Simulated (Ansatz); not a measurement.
The system is TiC.

```
Ti C
1.0
     0.00000    2.16572    2.16572
     2.16572    0.00000    2.16572
     2.16572    2.16572    0.00000
Ti C
1 1
Direct
  0.00000 0.00000 0.00000
  0.50000 0.50000 0.50000
```

The cell is a database's computed one.

Base run:

```yaml
Program: Ansatz 0.2.0
Functional: LDA
Potentials_or_basis: Ansatz PAW
Cutoff: "420 eV (not typed: the program's choice for these potentials)"
k_mesh: 11 × 11 × 11
Occupations: fermi-dirac, width 0.05 eV
Spin: no spin polarisation
```

Its results: band gap on the k mesh none (metal or under the smearing width); pressure -12.6 GPa.

Task: The run is repeated on the same cell with these changes: functional from LDA to PBEsol. What comes out?

Result: Band gap on the k mesh none (metal or under the smearing width); pressure -6.7 GPa.

PBEsol binds less tightly than LDA, so the same cell stands under more pressure.

Caveats: the PAW data sets come from PBE, with cores solved anew for the run's functional, which leaves a small shift of forces and pressure.
